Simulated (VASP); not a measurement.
# Ga (I4/mmm) in VASP: notebook

One crystal, Ga, is run at these levels: PBE; tasks: single point.

Everything below comes from runs of VASP 6.6.1. Logs are shortened: lines on timing, memory, paths and dates and some standing lists are left out, and cuts for length are marked.

### Step 1. The crystal as given

It takes space group I4/mmm (No. 139, tetragonal). The conventional cell has a = 2.769 Å, b = 2.769 Å, c = 4.622 Å, α = 90.00°, β = 90.00°, γ = 90.00°. Around Ga (site symmetry 4/mmm) lie 12 Ga at 2.77 to 3.03 Å.

This isn't the form of Ga at room conditions, which is orthorhombic.

### Step 2. Single point, PBE

Contents of INCAR:

```
ADDGRID = False
ALGO = Normal
EDIFF = 1E-7
ENCUT = 300
GGA = PE
ISIF = 2
ISMEAR = 1
LASPH = True
LCHARG = False
LREAL = False
LWAVE = False
NELM = 100
PREC = Accurate
SIGMA = 0.15
```

Contents of KPOINTS:

```
k-points
0
Gamma
  12 12 12
```

Contents of POSCAR:

```
Ga
1.0
   -1.3843987196      1.3843987196      2.3112238365
    1.3843987196     -1.3843987196      2.3112238365
    1.3843987196      1.3843987196     -2.3112238365
Ga
1
Direct
    0.0000000000      0.0000000000      0.0000000000
```

Potentials or basis: VASP PAW PBE potentials, release 64 (Ga_d).

Started as:

```bash
$ cat potpaw_PBE.64/Ga_d/POTCAR > POTCAR
$ mpirun -np 1 vasp_std > vasp.out
```

OUTCAR:

```text
EDIFF = 1E-7
   ENCUT = 300
   GGA = PE
   ISIF = 2
   ISMEAR = 1
   LASPH = True
   LREAL = False
   NELM = 100
   PREC = Accurate

 Found    163 irreducible k-points:

 Following reciprocal coordinates:
            Coordinates               Weight
  0.000000  0.000000  0.000000      1.000000
  0.083333  0.000000 -0.000000      8.000000
  0.166667  0.000000  0.000000      8.000000
  0.250000  0.000000 -0.000000      8.000000
  0.333333  0.000000  0.000000      8.000000
  0.416667  0.000000 -0.000000      8.000000
   k-points           NKPTS =    163   k-points in BZ     NKDIM =    163   number of bands    NBANDS=     10
   number of dos      NEDOS =    301   number of ions     NIONS =      1
   total plane-waves  NPLWV =   5832
   dimension x,y,z NGX =    18 NGY =   18 NGZ =   18
   dimension x,y,z NGXF=    36 NGYF=   36 NGZF=   36
   ions per type =               1
   NGX,Y,Z   is equivalent  to a cutoff of   9.88,  9.88,  9.88 a.u.
   NGXF,Y,Z  is equivalent  to a cutoff of  19.76, 19.76, 19.76 a.u.
 SYSTEM =  unknown system
   PREC   = accura    normal or accurate (medium, high low for compatibility)
   ISTART =      0    job   : 0-new  1-cont  2-samecut
   ICHARG =      2    charge: 1-file 2-atom 10-const
   ISPIN  =      1    spin polarized calculation?
   LNONCOLLINEAR =      F non collinear calculations
   LSORBIT =      F    spin-orbit coupling
   LASPH  =      T    aspherical Exc in radial PAW
   ENCUT  =  300.0 eV  22.05 Ry    4.70 a.u.   4.28  4.28  4.28*2*pi/ulx,y,z
   NELM   =    100;   NELMIN=  2; NELMDL= -5     # of ELM steps
   EDIFF  = 0.1E-06   stopping-criterion for ELM
   LREAL  =      F    real-space projection
   EDIFFG = 0.1E-05   stopping-criterion for IOM
   NSW    =      0    number of steps for IOM
   IBRION =     -1    ionic relax: 0-MD 1-quasi-New 2-CG
   NFREE  =      0    steps in history (QN), initial steepest desc. (CG)
   ISIF   =      2    stress and relaxation
   ISYM   =      2    0-nonsym 1-usesym 2-fastsym
   POTIM  = 0.5000    time-step for ionic-motion
   TEBEG  =    0.0;   TEEND  =   0.0 temperature during run
   PSTRESS=    0.0 pullay stress
   NELECT =      13.0000    total number of electrons
   NUPDOWN=      -1.0000    fix difference up-down
   EMIN   =  10.00;   EMAX   =-10.00  energy-range for DOS
   EFERMI =   0.00;   METHOD = LEGACY
   ISMEAR =     1;   SIGMA  =   0.15  broadening in eV -4-tet -1-fermi 0-gaus
   EFERMI_NEDOS =   21; number of points for ismear=-14 and -15
   IALGO  =     38    algorithm
   IMIX   =      4    mixing-type and parameters
     AMIX     =   0.40;   BMIX     =  1.00
     AMIX_MAG =   1.60;   BMIX_MAG =  1.00
  volume/ion in A,a.u.               =      17.72       119.57
  Fermi-wavevector in a.u.,A,eV,Ry     =   1.476549  2.790273 29.663375  2.180197
  Thomas-Fermi vector in A             =   2.591062
   LORBIT       =      0    0 simple, 1 ext, 2 COOP (PROOUT), +10 PAW based schemes
   GGA     = PE    functional components
   LHFCALC =     F    Hartree Fock is set to
   AEXX    =    0.0000 exact exchange contribution
   IVDW    =     0    specifies the selected vdW correction
   LEPSILON=     F    determine dielectric tensor
   LRPA    =     F    only Hartree local field effects (RPA)
 non-spin polarized calculation
 Methfessel and Paxton  Order N= 1 SIGMA  =   0.15
  energy-cutoff  :      300.00
  volume of cell :       17.72
 maximum number of plane-waves:       220
 NGX is ok and might be reduce to    18
   NGX =  9   NGY =  9   NGZ =  9

 number of electron      12.9999979 magnetization

 Free energy of the ion-electron system (eV)
  ---------------------------------------------------
  ext. energy  EPLUGINS =         0.00000000
  ---------------------------------------------------
  free energy    TOTEN  =        -2.87162305 eV

  energy without entropy =       -2.87118555  energy(sigma->0) =       -2.87147722

 E-fermi :   6.1979     XC(G=0): -11.3329

 val. band max:        6.1299015026   @ k =  -0.3333   0.3333   0.2500
 cond. band min:       6.2043000785   @ k =   0.3333   0.2500  -0.0000
 fundamental gap:      0.0743985760
 Fermi energy:         6.1979262084

 k-point     1 :       0.0000    0.0000    0.0000
  band No.  band energies     occupation
      1      -8.9376      2.00000
      2      -8.7788      2.00000
      3      -8.7432      2.00000
      4      -8.7432      2.00000
      5      -8.5795      2.00000
      6      -5.3853      2.00000
      7      18.8447      0.00000
      8      19.1543      0.00000
      9      19.1543      0.00000
     10      22.5228      0.00000

 k-point     2 :       0.0833    0.0000   -0.0000
  band No.  band energies     occupation
      1      -8.9254      2.00000
      2      -8.7756      2.00000
      3      -8.7465      2.00000
      4      -8.7356      2.00000
      5      -8.5859      2.00000
      6      -5.1964      2.00000
      7      16.9877      0.00000
      8      18.2359      0.00000
      9      18.9949      0.00000
     10      21.4322      0.00000

 k-point     3 :       0.1667    0.0000    0.0000
  band No.  band energies     occupation
      1      -8.9019      2.00000
      2      -8.7870      2.00000
      3      -8.7289      2.00000
      4      -8.7172      2.00000
      5      -8.6013      2.00000
      6      -4.6244      2.00000
      7      13.5078      0.00000
      8      16.9689      0.00000
      9      18.7047      0.00000
     10      20.3963      0.00000

 k-point     4 :       0.2500    0.0000   -0.0000
  band No.  band energies     occupation
      1      -8.8890      2.00000
      2      -8.8223      2.00000
      3      -8.7030      2.00000
      4      -8.6713      2.00000
      5      -8.6112      2.00000
      6      -3.6610      2.00000
      7      10.0831      0.00000
      8      15.7714      0.00000
      9      18.5176      0.00000
     10      19.3926      0.00000

 k-point     5 :       0.3333    0.0000    0.0000
  band No.  band energies     occupation
      1      -8.8897      2.00000
      2      -8.8615      2.00000
      3      -8.7091      2.00000
      4      -8.6007      2.00000
      5      -8.6005      2.00000
      6      -2.3052      2.00000
      7       6.9266     -0.00000
      8      14.8438      0.00000
      9      18.5070      0.00000
     10      18.6397      0.00000

 k-point     6 :       0.4167    0.0000   -0.0000
  band No.  band energies     occupation
      1      -8.9024      2.00000
      2      -8.8833      2.00000
      3      -8.7230      2.00000
      4      -8.5834      2.00000
      5      -8.5448      2.00000
      6      -0.5689      2.00000
      7       4.0999      2.00000
      8      14.2633      0.00000
      9      18.1860      0.00000
     10      18.6180      0.00000

 [... further k-points ...]

------------------------ aborting loop because EDIFF is reached ----------------------------------------

  FORCE on cell =-STRESS in cart. coord.  units (eV):
  Direction    XX          YY          ZZ          XY          YZ          ZX
  --------------------------------------------------------------------------------------
  -------------------------------------------------------------------------------------
  Total        0.3580087      0.3580087      0.5579228      0.0000000      0.0000000      0.0000000
  in kB       32.3727633     32.3727633     50.4499017      0.0000000      0.0000000      0.0000000
  external PRESSURE =      38.3984761 kB  Pullay stress =       0.0000000 kB

 VOLUME and BASIS-vectors are now :
 -----------------------------------------------------------------------------
  energy-cutoff  :      300.00
  volume of cell :       17.72
      direct lattice vectors                 reciprocal lattice vectors
    -1.384398720  1.384398720  2.311223836     0.000000000  0.361167627  0.216335602
     1.384398720 -1.384398720  2.311223836     0.361167627  0.000000000  0.216335602
     1.384398720  1.384398720 -2.311223836     0.361167627  0.361167627  0.000000000

 POSITION                                       TOTAL-FORCE (eV/Angst)
 -----------------------------------------------------------------------------------
      0.00000      0.00000      0.00000         0.000000     -0.000000     -0.000000
 -----------------------------------------------------------------------------------
    total drift:                                0.000000      0.000000      0.000000

  FREE ENERGIE OF THE ION-ELECTRON SYSTEM (eV)
  ---------------------------------------------------
  free  energy   TOTEN  =        -2.8716230516 eV

  energy  without entropy=       -2.8711855457  energy(sigma->0) =       -2.87147722
```

Wall time 5.6 s (1 thread of Intel Xeon 6975P-C (Granite Rapids), shared host); peak memory 0.12 GiB.

These settings aren't checked as converged: the numbers below hold their error.

Results:

| Quantity | Value |
| --- | --- |
| Free energy | -2.8716 eV |
| Band gap on the k mesh | none (metal or under the smearing width) |

Caveat: the cutoff is under 1.25 times the usual one of these potentials, so pressure, stress and relaxed cells hold a basis-set (Pulay) error.

### Step 3. Single point, PBE

INCAR: that of step 2 with these lines changed.

```diff
@@ -3,3 +3,3 @@
 EDIFF = 1E-7
-ENCUT = 300
+ENCUT = 700
 GGA = PE
```

Contents of KPOINTS:

```
k-points
0
Gamma
  8 8 8
```

POSCAR is that of step 2.

Potentials or basis: VASP PAW PBE potentials, release 64 (Ga_d).

Started as:

```bash
$ cat potpaw_PBE.64/Ga_d/POTCAR > POTCAR
$ mpirun -np 1 vasp_std > vasp.out
```

OUTCAR:

```text
EDIFF = 1E-7
   ENCUT = 700
   GGA = PE
   ISIF = 2
   ISMEAR = 1
   LASPH = True
   LREAL = False
   NELM = 100
   PREC = Accurate

 Found     59 irreducible k-points:

 Following reciprocal coordinates:
            Coordinates               Weight
  0.000000  0.000000  0.000000      1.000000
  0.125000  0.000000 -0.000000      8.000000
  0.250000  0.000000 -0.000000      8.000000
  0.375000  0.000000 -0.000000      8.000000
  0.500000  0.000000 -0.000000      4.000000
  0.125000  0.125000 -0.000000      8.000000
   k-points           NKPTS =     59   k-points in BZ     NKDIM =     59   number of bands    NBANDS=     10
   number of dos      NEDOS =    301   number of ions     NIONS =      1
   total plane-waves  NPLWV =  21952
   dimension x,y,z NGX =    28 NGY =   28 NGZ =   28
   dimension x,y,z NGXF=    56 NGYF=   56 NGZF=   56
   ions per type =               1
   NGX,Y,Z   is equivalent  to a cutoff of  15.37, 15.37, 15.37 a.u.
   NGXF,Y,Z  is equivalent  to a cutoff of  30.74, 30.74, 30.74 a.u.
 SYSTEM =  unknown system
   PREC   = accura    normal or accurate (medium, high low for compatibility)
   ISTART =      0    job   : 0-new  1-cont  2-samecut
   ICHARG =      2    charge: 1-file 2-atom 10-const
   ISPIN  =      1    spin polarized calculation?
   LNONCOLLINEAR =      F non collinear calculations
   LSORBIT =      F    spin-orbit coupling
   LASPH  =      T    aspherical Exc in radial PAW
   ENCUT  =  700.0 eV  51.45 Ry    7.17 a.u.   6.53  6.53  6.53*2*pi/ulx,y,z
   NELM   =    100;   NELMIN=  2; NELMDL= -5     # of ELM steps
   EDIFF  = 0.1E-06   stopping-criterion for ELM
   LREAL  =      F    real-space projection
   EDIFFG = 0.1E-05   stopping-criterion for IOM
   NSW    =      0    number of steps for IOM
   IBRION =     -1    ionic relax: 0-MD 1-quasi-New 2-CG
   NFREE  =      0    steps in history (QN), initial steepest desc. (CG)
   ISIF   =      2    stress and relaxation
   ISYM   =      2    0-nonsym 1-usesym 2-fastsym
   POTIM  = 0.5000    time-step for ionic-motion
   TEBEG  =    0.0;   TEEND  =   0.0 temperature during run
   PSTRESS=    0.0 pullay stress
   NELECT =      13.0000    total number of electrons
   NUPDOWN=      -1.0000    fix difference up-down
   EMIN   =  10.00;   EMAX   =-10.00  energy-range for DOS
   EFERMI =   0.00;   METHOD = LEGACY
   ISMEAR =     1;   SIGMA  =   0.15  broadening in eV -4-tet -1-fermi 0-gaus
   EFERMI_NEDOS =   21; number of points for ismear=-14 and -15
   IALGO  =     38    algorithm
   IMIX   =      4    mixing-type and parameters
     AMIX     =   0.40;   BMIX     =  1.00
     AMIX_MAG =   1.60;   BMIX_MAG =  1.00
  volume/ion in A,a.u.               =      17.72       119.57
  Fermi-wavevector in a.u.,A,eV,Ry     =   1.476549  2.790273 29.663375  2.180197
  Thomas-Fermi vector in A             =   2.591062
   LORBIT       =      0    0 simple, 1 ext, 2 COOP (PROOUT), +10 PAW based schemes
   GGA     = PE    functional components
   LHFCALC =     F    Hartree Fock is set to
   AEXX    =    0.0000 exact exchange contribution
   IVDW    =     0    specifies the selected vdW correction
   LEPSILON=     F    determine dielectric tensor
   LRPA    =     F    only Hartree local field effects (RPA)
 non-spin polarized calculation
 Methfessel and Paxton  Order N= 1 SIGMA  =   0.15
  energy-cutoff  :      700.00
  volume of cell :       17.72
 maximum number of plane-waves:       764
 NGX is ok and might be reduce to    28
   NGX = 13   NGY = 13   NGZ = 13

 number of electron      13.0000003 magnetization

 Free energy of the ion-electron system (eV)
  ---------------------------------------------------
  ext. energy  EPLUGINS =         0.00000000
  ---------------------------------------------------
  free energy    TOTEN  =        -2.89836517 eV

  energy without entropy =       -2.89806768  energy(sigma->0) =       -2.89826601

 E-fermi :   6.3063     XC(G=0): -11.3327

 val. band max:        6.2717983147   @ k =  -0.2500   0.5000   0.2500
 cond. band min:       6.3175174497   @ k =  -0.3750   0.3750   0.3750
 fundamental gap:      0.0457191350
 Fermi energy:         6.3063384900

 k-point     1 :       0.0000    0.0000    0.0000
  band No.  band energies     occupation
      1      -8.9568      2.00000
      2      -8.7915      2.00000
      3      -8.7567      2.00000
      4      -8.7567      2.00000
      5      -8.5990      2.00000
      6      -5.3844      2.00000
      7      18.8526      0.00000
      8      19.1528      0.00000
      9      19.1528      0.00000
     10      22.5176      0.00000

 k-point     2 :       0.1250    0.0000   -0.0000
  band No.  band energies     occupation
      1      -8.9325      2.00000
      2      -8.7900      2.00000
      3      -8.7571      2.00000
      4      -8.7408      2.00000
      5      -8.6126      2.00000
      6      -4.9580      2.00000
      7      15.2726      0.00000
      8      17.6213      0.00000
      9      18.8468      0.00000
     10      20.9284      0.00000

 k-point     3 :       0.2500    0.0000   -0.0000
  band No.  band energies     occupation
      1      -8.9071      2.00000
      2      -8.8355      2.00000
      3      -8.7178      2.00000
      4      -8.6857      2.00000
      5      -8.6297      2.00000
      6      -3.6602      2.00000
      7      10.0833      0.00000
      8      15.7743      0.00000
      9      18.5174      0.00000
     10      19.3911      0.00000

 k-point     4 :       0.3750    0.0000   -0.0000
  band No.  band energies     occupation
      1      -8.9111      2.00000
      2      -8.8894      2.00000
      3      -8.7333      2.00000
      4      -8.6080      2.00000
      5      -8.5845      2.00000
      6      -1.4824      2.00000
      7       5.4693      2.00000
      8      14.5099      0.00000
      9      18.3733      0.00000
     10      18.5560      0.00000

 k-point     5 :       0.5000    0.0000   -0.0000
  band No.  band energies     occupation
      1      -8.9267      2.00000
      2      -8.9023      2.00000
      3      -8.7465      2.00000
      4      -8.5920      2.00000
      5      -8.5393      2.00000
      6       1.2428      2.00000
      7       1.9242      2.00000
      8      14.0685      0.00000
      9      18.0334      0.00000
     10      18.6930      0.00000

 k-point     6 :       0.1250    0.1250   -0.0000
  band No.  band energies     occupation
      1      -8.9092      2.00000
      2      -8.7972      2.00000
      3      -8.7545      2.00000
      4      -8.7174      2.00000
      5      -8.6222      2.00000
      6      -4.2998      2.00000
      7      14.1489      0.00000
      8      14.1976      0.00000
      9      16.9474      0.00000
     10      21.6463      0.00000

 [... further k-points ...]

------------------------ aborting loop because EDIFF is reached ----------------------------------------

  FORCE on cell =-STRESS in cart. coord.  units (eV):
  Direction    XX          YY          ZZ          XY          YZ          ZX
  --------------------------------------------------------------------------------------
  -------------------------------------------------------------------------------------
  Total        0.4044239      0.4044239      0.4600734      0.0000000     -0.0000000      0.0000000
  in kB       36.5698372     36.5698372     41.6019193      0.0000000     -0.0000000      0.0000000
  external PRESSURE =      38.2471979 kB  Pullay stress =       0.0000000 kB

 VOLUME and BASIS-vectors are now :
 -----------------------------------------------------------------------------
  energy-cutoff  :      700.00
  volume of cell :       17.72
      direct lattice vectors                 reciprocal lattice vectors
    -1.384398720  1.384398720  2.311223836     0.000000000  0.361167627  0.216335602
     1.384398720 -1.384398720  2.311223836     0.361167627  0.000000000  0.216335602
     1.384398720  1.384398720 -2.311223836     0.361167627  0.361167627  0.000000000

 POSITION                                       TOTAL-FORCE (eV/Angst)
 -----------------------------------------------------------------------------------
      0.00000      0.00000      0.00000         0.000000     -0.000000      0.000000
 -----------------------------------------------------------------------------------
    total drift:                                0.000000     -0.000000     -0.000000

  FREE ENERGIE OF THE ION-ELECTRON SYSTEM (eV)
  ---------------------------------------------------
  free  energy   TOTEN  =        -2.8983651704 eV

  energy  without entropy=       -2.8980676760  energy(sigma->0) =       -2.89826601
```

OSZICAR:

```text
N       E                     dE             d eps       ncg     rms          rms(c)
DAV:   1     0.385311460653E+02    0.38531E+02   -0.81386E+03  1204   0.269E+03
DAV:   2    -0.167059421260E+01   -0.40202E+02   -0.39333E+02  1218   0.263E+02
DAV:   3    -0.291804336529E+01   -0.12474E+01   -0.12448E+01  1360   0.432E+01
DAV:   4    -0.292859947084E+01   -0.10556E-01   -0.10554E-01  1380   0.422E+00
DAV:   5    -0.292872401362E+01   -0.12454E-03   -0.12454E-03  1388   0.393E-01    0.921E-01
DAV:   6    -0.290449851890E+01    0.24225E-01   -0.49012E-02  1340   0.494E+00    0.465E-01
DAV:   7    -0.289898511061E+01    0.55134E-02   -0.93502E-03  1674   0.182E+00    0.125E-01
DAV:   8    -0.289836052013E+01    0.62459E-03   -0.76665E-04  1438   0.581E-01    0.966E-03
DAV:   9    -0.289836474737E+01   -0.42272E-05   -0.87770E-06  1632   0.488E-02    0.352E-03
DAV:  10    -0.289836525062E+01   -0.50324E-06   -0.25905E-07  1262   0.815E-03    0.344E-04
DAV:  11    -0.289836517039E+01    0.80226E-07   -0.66498E-09   808   0.164E-03
   1 F= -.28983652E+01 E0= -.28982660E+01  d E =-.297494E-03
```

stdout:

```text
POSCAR found type information on POSCAR Ga
 POSCAR found :  1 types and       1 ions
 scaLAPACK will be used
 LDA part: xc-table for (Slater+PW92), standard interpolation
 POSCAR, INCAR and KPOINTS ok, starting setup
 FFT: planning ... GRIDC
 FFT: planning ... GRID_SOFT
 FFT: planning ... GRID
 WAVECAR not read
 entering main loop
```

Run time: 6.9 s. Hardware: 1 thread of Intel Xeon 6975P-C (Granite Rapids), shared host; peak memory 0.16 GiB.

The run converged, but some of its settings lie outside the range that counts as converged, so its numbers aren't taken as properties of the crystal.

Results:

* Free energy: -2.8984 eV
* Pressure: 3.8 GPa
* Band gap on the k mesh: none (metal or under the smearing width)

Caveat: the k mesh is coarse (spacing up to 0.40 Å⁻¹), so the values aren't converged.

### Step 4. Single point, PBE

INCAR: that of step 3 with these lines changed.

```diff
@@ -3,3 +3,3 @@
 EDIFF = 1E-7
-ENCUT = 700
+ENCUT = 450
 GGA = PE
```

Contents of KPOINTS:

```
k-points
0
Gamma
  10 10 10
```

POSCAR is that of step 3.

Started as:

```bash
$ cat potpaw_PBE.64/Ga_d/POTCAR > POTCAR
$ mpirun -np 1 vasp_std > vasp.out
```

Run time: 5.2 s. Hardware: 1 thread of Intel Xeon 6975P-C (Granite Rapids), shared host; peak memory 0.14 GiB.

These settings aren't checked as converged: the numbers below hold their error.

What came out:

| Quantity | Value |
| --- | --- |
| Free energy | -2.8643 eV |
| Pressure | 3.8 GPa |
| Band gap on the k mesh | none (metal or under the smearing width) |

(Continued in part 2 of 2.)
